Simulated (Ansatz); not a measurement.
Method: PBEsol, scalar-relativistic; no spin polarisation; PAW, 420 eV, Γ-centred 8×8×10 mesh, 0.05 eV Gaussian smearing; code Ansatz; PAW files: Ansatz's generated set soft_2.

A crystal of composition XO, relaxed at this level of theory, gives this pattern between 10° and 80°.

Cu Kα1 powder pattern (kinematic, no thermal factors).
| 2θ (°) | relative intensity |
| --- | --- |
| 28.73 | 52 |
| 33.23 | 100 |
| 39.20 | 17 |
| 41.07 | 43 |
| 53.69 | 3 |
| 53.82 | 50 |
| 57.96 | 7 |
| 59.49 | 13 |
| 62.03 | 16 |
| 67.38 | 10 |
| 69.76 | 6 |
| 69.86 | 11 |
| 73.47 | 7 |
| 73.58 | 4 |

Q: Which lattice and cell does the pattern come from?

A: Tetragonal, space group P4/nmm (No. 129), a = 4.392 Å, b = 4.392 Å, c = 3.411 Å, α = 90.00°, β = 90.00°, γ = 90.00°. The line positions fix the lattice at most, not the space group, and lines under 1 % of the strongest aren't listed; this is the group of the computed cell.

The calculation on XO, where X is one element, gave:

* Band gap: 3.13 eV
* Smallest direct gap: 3.20 eV
* Formation energy from the elements (0 K, uncorrected): -2.54 eV/atom
* Bulk modulus (Birch–Murnaghan): 33 GPa

Sites: X on 2c, O on 2a.

Q: Which element is X?
A. Sr
B. Zr
C. Rb
D. Y

A: A. X is Sr, so the compound is SrO.

The start was a prototype's sites filled with these elements. The Crystallography Open Database lists the compound in space group Fm-3m (rock salt), so this is a trial structure.

Kohn–Sham gaps of semilocal functionals lie under measured ones, often by a third or more. The equation of state has an unusual shape (B0′ outside 2.8 to 7.5), so B0 is less sure.
